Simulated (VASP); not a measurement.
A run of VASP 6.6.1 is set up as follows.

INCAR

```
PREC = Accurate ; ENCUT = 520
EDIFF = 1E-7 ; ISMEAR = -1
SIGMA = 0.05 ; LREAL = F
LASPH = T ; NELM = 100
ALGO = Normal ; ISIF = 2
LWAVE = F ; LCHARG = F
GGA = PE ; NBANDS = 15
```

File KPOINTS:

```
Automatic mesh
0
Gamma
  11 11 6
```

File POSCAR:

```
H2Pb
1.0
    3.7500520039      0.0000000000      0.0000000000
   -1.8750260019      3.2476403009      0.0000000000
    0.0000000000      0.0000000000      3.6439737521
Pb H
1 2
Direct
    0.0000000000      0.0000000000      0.0000000000
    0.3333333333      0.6666666667      0.2286228593
    0.6666666667      0.3333333333      0.7713771407
```

Potentials or basis: VASP PAW PBE potentials, release 64 (Pb_d, H).

Command:

```sh
$ cat potpaw_PBE.64/Pb_d/POTCAR potpaw_PBE.64/H/POTCAR > POTCAR
$ mpirun -np 1 vasp_std > vasp.out
```

Problem. What does it give for the pressure?

Solution. -0.1 GPa.

Problem. Estimate the band gap on the k mesh.

Solution. None (metal or under the smearing width).

Spin-orbit coupling is left out, which matters for the levels of Pb.
